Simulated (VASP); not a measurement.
# ZnS in VASP: notebook, part 2 of 2

VASP 6.6.1. The steps go on from the part before.

### 3 Single point, PBE

This run uses another cell than the first one, of 29.66 Å³/atom, 0.904 times its volume.

Contents of INCAR:

```
SYSTEM = ZnS
  PREC = Accurate
  ENCUT = 350
  EDIFF = 1E-7
  ISMEAR = 0
  SIGMA = 0.05
  LREAL = .False.
  LASPH = .True.
  NELM = 120
  ALGO = Normal
  ISIF = 2
  LWAVE = .False.
  LCHARG = .False.
  LDIPOL = .True.
  IDIPOL = 3
  DIPOL = 0.5 0.5 0.500
  GGA = PE
  NBANDS = 74
  LVHAR = .True.
  LVACPOTAV = .True.
```

Contents of KPOINTS:

```
Automatic mesh
0
Gamma
  7 7 1
  0 0 0
```

Contents of POSCAR:

```
ZnS
1.0
    3.8061424014      0.0000000000      0.0000000000
   -1.9030712007      3.2962160100      0.0000000000
    0.0000000000      0.0000000000     28.3669552874
S Zn
6 6
Direct
    0.6666666667      0.3333333333      0.2114679298
    0.0000000000      0.0000000000      0.3214896931
    0.6666666667      0.3333333333      0.4311274908
    0.3333333333      0.6666666667      0.5411454627
    0.6666666667      0.3333333333      0.6511672260
    0.3333333333      0.6666666667      0.7608050237
    0.0000000000      0.0000000000      0.2391736374
    0.6666666667      0.3333333333      0.3489456765
    0.3333333333      0.6666666667      0.4587629737
    0.6666666667      0.3333333333      0.5688511703
    0.3333333333      0.6666666667      0.6786232094
    0.0000000000      0.0000000000      0.7884405066
```

Potentials or basis: VASP PAW PBE potentials, release 64 (S, Zn).

On the command line:

```console
$ cat potpaw_PBE.64/S/POTCAR potpaw_PBE.64/Zn/POTCAR > POTCAR
$ mpirun -np 1 vasp_std > vasp.out
```

OUTCAR:

```text
SYSTEM = ZnS
   PREC = Accurate
   ENCUT = 350
   EDIFF = 1E-7
   ISMEAR = 0
   LREAL = .False.
   LASPH = .True.
   NELM = 120
   ISIF = 2
   GGA = PE

 Found      8 irreducible k-points:

 Following reciprocal coordinates:
            Coordinates               Weight
  0.000000  0.000000  0.000000      1.000000
  0.142857 -0.000000  0.000000      6.000000
  0.285714  0.000000  0.000000      6.000000
  0.428571  0.000000  0.000000      6.000000
  0.142857  0.142857  0.000000      6.000000
  0.285714  0.142857  0.000000     12.000000
   k-points           NKPTS =      8   k-points in BZ     NKDIM =      8   number of bands    NBANDS=     74
   number of dos      NEDOS =    301   number of ions     NIONS =     12
   total plane-waves  NPLWV = 103680
   dimension x,y,z NGX =    24 NGY =   24 NGZ =  180
   dimension x,y,z NGXF=    48 NGYF=   48 NGZF=  360
   ions per type =               6   6
   NGX,Y,Z   is equivalent  to a cutoff of  10.48, 10.48, 10.55 a.u.
   NGXF,Y,Z  is equivalent  to a cutoff of  20.97, 20.97, 21.10 a.u.
 SYSTEM =  ZnS
[... 484 lines left out ...]
 [bands above 66 left out]

------------------------ aborting loop because EDIFF is reached ----------------------------------------

  FORCE on cell =-STRESS in cart. coord.  units (eV):
  Direction    XX          YY          ZZ          XY          YZ          ZX
  --------------------------------------------------------------------------------------
  -------------------------------------------------------------------------------------
  Total        1.5353320      1.5353320      4.9905014     -0.0000000      0.0000000     -0.0000000
  in kB        6.9119322      6.9119322     22.4668066     -0.0000000      0.0000000     -0.0000000
  external PRESSURE =      12.0968903 kB  Pullay stress =       0.0000000 kB

 VOLUME and BASIS-vectors are now :
 -----------------------------------------------------------------------------
  energy-cutoff  :      350.00
  volume of cell :      355.89
      direct lattice vectors                 reciprocal lattice vectors
     3.806142401  0.000000000  0.000000000     0.262733207  0.151689088  0.000000000
    -1.903071201  3.296216010  0.000000000     0.000000000  0.303378176  0.000000000
     0.000000000  0.000000000 28.366955287     0.000000000  0.000000000  0.035252285

 POSITION                                       TOTAL-FORCE (eV/Angst)
 -----------------------------------------------------------------------------------
      1.90307      1.09874      5.99870        -0.000000      0.000000     -0.073677
      0.00000      0.00000      9.11968        -0.000000      0.000000      0.503775
      1.90307      1.09874     12.22977        -0.000000      0.000000      0.386285
     -0.00000      2.19748     15.35065         0.000000     -0.000000      0.379806
      1.90307      1.09874     18.47163         0.000000      0.000000      0.348352
     -0.00000      2.19748     21.58172        -0.000000     -0.000000      0.721421
      0.00000      0.00000      6.78463        -0.000000     -0.000000     -0.448562
      1.90307      1.09874      9.89853         0.000000      0.000000     -0.395231
     -0.00000      2.19748     13.01371         0.000000      0.000000     -0.377693
      1.90307      1.09874     16.13658        -0.000000      0.000000     -0.393678
     -0.00000      2.19748     19.25047        -0.000000      0.000000     -0.445441
      0.00000      0.00000     22.36566         0.000000      0.000000     -0.205356
 -----------------------------------------------------------------------------------
    total drift:                               -0.000001      0.000004      0.001655

  FREE ENERGIE OF THE ION-ELECTRON SYSTEM (eV)
  ---------------------------------------------------
  free  energy   TOTEN  =       -38.8582201882 eV

  energy  without entropy=      -38.8478315632  energy(sigma->0) =      -38.85302588

 vacuum level on the upper side and lower side of the slab         3.559         7.473
```

stdout:

```text
POSCAR found type information on POSCAR S Zn
 POSCAR found :  2 types and      12 ions
 scaLAPACK will be used
 LDA part: xc-table for (Slater+PW92), standard interpolation
 POSCAR, INCAR and KPOINTS ok, starting setup
 FFT: planning ... GRIDC
 FFT: planning ... GRID_SOFT
 FFT: planning ... GRID
 WAVECAR not read
 entering main loop
 -----------------------------------------------------------------------------
|                                                                             |
|           W    W    AA    RRRRR   N    N  II  N    N   GGGG   !!!           |
|           W    W   A  A   R    R  NN   N  II  NN   N  G    G  !!!           |
|           W    W  A    A  R    R  N N  N  II  N N  N  G       !!!           |
|           W WW W  AAAAAA  RRRRR   N  N N  II  N  N N  G  GGG   !            |
|           WW  WW  A    A  R   R   N   NN  II  N   NN  G    G                |
|           W    W  A    A  R    R  N    N  II  N    N   GGGG   !!!           |
|                                                                             |
|     Did not find any points to average over, which means that no vacuum     |
|     field-free region was found. Please increase the size of  your cell     |
|     in the dimension of the dipole correction to obtain accurate            |
|     workfunction values.                                                    |
|                                                                             |
 -----------------------------------------------------------------------------
```

Wall time 7.8 min (1 thread of AMD EPYC 9R45 (Zen 5), shared host); peak memory 0.34 GiB.

These settings aren't checked as converged: the numbers below hold their error.

Results:

```
Free energy                     : -38.8582 eV
Largest force                   : 0.721 eV/Å
Band gap on the k mesh          : none (metal or under the smearing width)
Work function of the upper face : 3.28 eV
Work function of the lower face : 7.20 eV
```

### 4 Single point, PBE

This run uses another cell than the first one, of 29.66 Å³/atom, 0.904 times its volume.

Edit INCAR of step 3 so:

```diff
@@ -2,3 +2,3 @@
   PREC = Accurate
-  ENCUT = 350
+  ENCUT = 400
   EDIFF = 1E-7
```

KPOINTS is that of step 3.

POSCAR is that of step 3.

On the command line:

```console
$ cat potpaw_PBE.64/S/POTCAR potpaw_PBE.64/Zn/POTCAR > POTCAR
$ mpirun -np 1 vasp_std > vasp.out
```

Run time: 8.4 min. Hardware: 1 thread of AMD EPYC 9R45 (Zen 5), shared host; peak memory 0.41 GiB.

The run converged, but some of its settings lie outside the range that counts as converged, so its numbers aren't taken as properties of the slab.

What came out:

```yaml
Free_energy: -38.8586 eV
Largest_force: 0.719 eV/Å
Band_gap_on_the_k_mesh: none (metal or under the smearing width)
Work_function_of_the_upper_face: 3.28 eV
Work_function_of_the_lower_face: 7.20 eV
```

### 5 Single point, PBE

This run uses another cell than the first one, of 29.66 Å³/atom, 0.904 times its volume.

Edit INCAR of step 4 so:

```diff
@@ -3,3 +3,3 @@
   ENCUT = 400
-  EDIFF = 1E-7
+  EDIFF = 0.001
   ISMEAR = 0
```

KPOINTS is that of step 4.

POSCAR is that of step 4.

On the command line:

```console
$ cat potpaw_PBE.64/S/POTCAR potpaw_PBE.64/Zn/POTCAR > POTCAR
$ mpirun -np 1 vasp_std > vasp.out
```

Wall time 4.5 min (1 thread of AMD EPYC 9R45 (Zen 5), shared host); peak memory 0.4 GiB.

The run converged, but some of its settings lie outside the range that counts as converged, so its numbers aren't taken as properties of the slab.

What came out:

- Free energy: -38.8578 eV
- Largest force: 0.718 eV/Å
- Band gap on the k mesh: none (metal or under the smearing width)

### 6 Single point, PBE

Contents of INCAR:

```
SYSTEM = ZnS
  PREC = Accurate
  ENCUT = 400
  EDIFF = 1E-7
  ISMEAR = 0
  SIGMA = 0.05
  LREAL = .False.
  LASPH = .True.
  NELM = 120
  ALGO = Normal
  ISIF = 2
  LWAVE = .False.
  LCHARG = .False.
  GGA = PE
  NBANDS = 74
  LVHAR = .True.
  LVACPOTAV = .True.
  IDIPOL = 3
```

KPOINTS is that of step 5.

Contents of POSCAR:

```
ZnS
1.0
    3.8061424014      0.0000000000      0.0000000000
   -1.9030712007      3.2962160100      0.0000000000
    0.0000000000      0.0000000000     31.3669552874
S Zn
6 6
Direct
    0.6666666667      0.3333333333      0.2390637294
    0.0000000000      0.0000000000      0.3385627853
    0.6666666667      0.3333333333      0.4377145990
    0.3333333333      0.6666666667      0.5372102262
    0.6666666667      0.3333333333      0.6367092821
    0.3333333333      0.6666666667      0.7358610958
    0.0000000000      0.0000000000      0.2641196062
    0.6666666667      0.3333333333      0.3633928221
    0.3333333333      0.6666666667      0.4627069676
    0.6666666667      0.3333333333      0.5622661030
    0.3333333333      0.6666666667      0.6615393189
    0.0000000000      0.0000000000      0.7608534644
```

Potentials or basis: VASP PAW PBE potentials, release 64 (S, Zn).

On the command line:

```console
$ cat potpaw_PBE.64/S/POTCAR potpaw_PBE.64/Zn/POTCAR > POTCAR
$ mpirun -np 1 vasp_std > vasp.out
```

OUTCAR:

```text
SYSTEM = ZnS
   PREC = Accurate
   ENCUT = 400
   EDIFF = 1E-7
   ISMEAR = 0
   LREAL = .False.
   LASPH = .True.
   NELM = 120
   ISIF = 2
   GGA = PE

 Found      8 irreducible k-points:

 Following reciprocal coordinates:
            Coordinates               Weight
  0.000000  0.000000  0.000000      1.000000
  0.142857  0.000000  0.000000      6.000000
  0.285714  0.000000  0.000000      6.000000
  0.428571  0.000000  0.000000      6.000000
  0.142857  0.142857  0.000000      6.000000
[... 505 lines left out ...]

 VOLUME and BASIS-vectors are now :
 -----------------------------------------------------------------------------
  energy-cutoff  :      400.00
  volume of cell :      393.53
      direct lattice vectors                 reciprocal lattice vectors
     3.806142401  0.000000000  0.000000000     0.262733207  0.151689088  0.000000000
    -1.903071201  3.296216010  0.000000000     0.000000000  0.303378176  0.000000000
     0.000000000  0.000000000 31.366955287     0.000000000  0.000000000  0.031880684

 POSITION                                       TOTAL-FORCE (eV/Angst)
 -----------------------------------------------------------------------------------
      1.90307      1.09874      7.49870        -0.000000      0.000000     -0.113789
      0.00000      0.00000     10.61968        -0.000000      0.000000      0.512243
      1.90307      1.09874     13.72977        -0.000000      0.000000      0.402194
     -0.00000      2.19748     16.85065        -0.000000      0.000000      0.395891
      1.90307      1.09874     19.97163        -0.000000      0.000000      0.365263
     -0.00000      2.19748     23.08172        -0.000000      0.000000      0.773857
      0.00000      0.00000      8.28463        -0.000000      0.000000     -0.418781
      1.90307      1.09874     11.39853         0.000000     -0.000000     -0.407898
     -0.00000      2.19748     14.51371        -0.000000      0.000000     -0.388588
      1.90307      1.09874     17.63658         0.000000     -0.000000     -0.410754
     -0.00000      2.19748     20.75047        -0.000000      0.000000     -0.461867
      0.00000      0.00000     23.86566        -0.000000      0.000000     -0.247772
 -----------------------------------------------------------------------------------
    total drift:                               -0.000001     -0.000004     -0.004912

  FREE ENERGIE OF THE ION-ELECTRON SYSTEM (eV)
  ---------------------------------------------------
  free  energy   TOTEN  =       -38.7841614340 eV

  energy  without entropy=      -38.7753957234  energy(sigma->0) =      -38.77977858
```

stdout:

```text
POSCAR found type information on POSCAR S Zn
 POSCAR found :  2 types and      12 ions
 scaLAPACK will be used
 LDA part: xc-table for (Slater+PW92), standard interpolation
 POSCAR, INCAR and KPOINTS ok, starting setup
 FFT: planning ... GRIDC
 FFT: planning ... GRID_SOFT
 FFT: planning ... GRID
 WAVECAR not read
 entering main loop
```

Run time: 9.4 min. Hardware: 1 thread of AMD EPYC 9R45 (Zen 5), shared host; peak memory 0.42 GiB.

These settings aren't checked as converged: the numbers below hold their error.

Results:

- Free energy: -38.7842 eV
- Largest force: 0.774 eV/Å
- Band gap on the k mesh: none (metal or under the smearing width)

### 7 Single point, PBE

This run uses another cell than the first one, of 29.66 Å³/atom, 0.904 times its volume.

Edit INCAR of step 6 so:

```diff
@@ -13,2 +13,5 @@
   LCHARG = .False.
+  LDIPOL = .True.
+  IDIPOL = 3
+  DIPOL = 0.5 0.5 0.500
   GGA = PE
@@ -17,2 +20 @@
   LVACPOTAV = .True.
-  IDIPOL = 3
```

Contents of KPOINTS:

```
Automatic mesh
0
Gamma
  9 9 1
  0 0 0
```

Contents of POSCAR:

```
ZnS
1.0
    3.8061424014      0.0000000000      0.0000000000
   -1.9030712007      3.2962160100      0.0000000000
    0.0000000000      0.0000000000     28.3669552874
S Zn
6 6
Direct
    0.6666666667      0.3333333333      0.2114679298
    0.0000000000      0.0000000000      0.3214896931
    0.6666666667      0.3333333333      0.4311274908
    0.3333333333      0.6666666667      0.5411454627
    0.6666666667      0.3333333333      0.6511672260
    0.3333333333      0.6666666667      0.7608050237
    0.0000000000      0.0000000000      0.2391736374
    0.6666666667      0.3333333333      0.3489456765
    0.3333333333      0.6666666667      0.4587629737
    0.6666666667      0.3333333333      0.5688511703
    0.3333333333      0.6666666667      0.6786232094
    0.0000000000      0.0000000000      0.7884405066
```

On the command line:

```console
$ cat potpaw_PBE.64/S/POTCAR potpaw_PBE.64/Zn/POTCAR > POTCAR
$ mpirun -np 1 vasp_std > vasp.out
```

It took 7.8 min on 1 thread of AMD EPYC 9R45 (Zen 5), shared host; peak memory 0.44 GiB.

These settings aren't checked as converged: the numbers below hold their error.

Results:

- Free energy: -38.8422 eV
- Largest force: 0.707 eV/Å
- Band gap on the k mesh: none (metal or under the smearing width)
- Work function of the upper face: 3.36 eV
- Work function of the lower face: 7.19 eV
